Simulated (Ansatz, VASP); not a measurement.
# One calculation of Ru, two programs

INCAR

```
SYSTEM = Ru
PREC = Accurate ; ENCUT = 520
EDIFF = 1E-8 ; ISMEAR = -1
SIGMA = 0.03 ; LREAL = .False.
LASPH = .True. ; NELM = 80
ALGO = Normal ; ISIF = 2
LWAVE = .False. ; LCHARG = .False.
GGA = PS ; LEFG = .True.
NBANDS = 21
```

File KPOINTS:

```
Automatic mesh
0
Gamma
  14 14 8
  0 0 0
```

The input POSCAR:

```
Ru
1.0
    2.7325911690      0.0000000000      0.0000000000
   -1.3662955845      2.3664933706      0.0000000000
    0.0000000000      0.0000000000      4.3242978068
Ru
2
Direct
    0.3333333333      0.6666666667      0.2500000000
    0.6666666667      0.3333333333      0.7500000000
```

Input for Ansatz:

```yaml
crystal:
  lattice:
    - [2.732591169, 0.0, 0.0]
    - [-1.3662955845, 2.3664933706, 0.0]
    - [0.0, 0.0, 4.3242978068]
  atoms:
    - { symbol: Ru, position: [0.3333333333, 0.6666666667, 0.25] }
    - { symbol: Ru, position: [0.6666666667, 0.3333333333, 0.75] }
kpoints:
  mp_grid: { grid: [14, 14, 8] }
scf:
  occupations: { method: fermi_dirac, width: 0.03 }
hamiltonian:
  xc: pbesol
  pseudopotentials: { kind: paw }
output:
  forces: true
  stress: true
  eigenvalues: true
  efg: { contact_densities: true }
  write_density: true
  write_potential: true
  elf: true
  volumetric_format: npy
```

Change from the starting cell: volume scaled by 1.03, PAW files.

Alike in both runs: task electric field gradients; functional PBEsol; k mesh 14 × 14 × 8; occupations fermi-dirac, width 0.03 eV; no spin polarisation.

```csv
,VASP,Ansatz
version,VASP 6.6.1,Ansatz 0.2.0
potentials or method,"VASP PAW PBE potentials, release 64 (Ru_pv)","PAW with Ansatz's default frozen-core files, scalar-relativistic"
plane-wave cutoff (eV),520,420
valence electrons in the cell,28,32
```

```tsv
	VASP	Ansatz	Ansatz less VASP
pressure (GPa)	-15.1	-15.0	+0.12
largest component of the traceless stress (GPa)	1.64	1.65	+0.011
Vzz of the field gradient on the site that differs most (V/Å²)	-12.5	-8.7	+3.82
```

With one functional, cell and mesh, what is left measures potentials, basis and numerics. The two sets of potentials don't hold the same shells in valence. Ansatz warned: «gradients_without_spin_orbit».

Caveats: so large a pressure means that the cell lies far from this level's equilibrium, or that cutoff or potentials fall short (VASP); the potentials were made for another functional, which shifts forces and pressure (VASP).
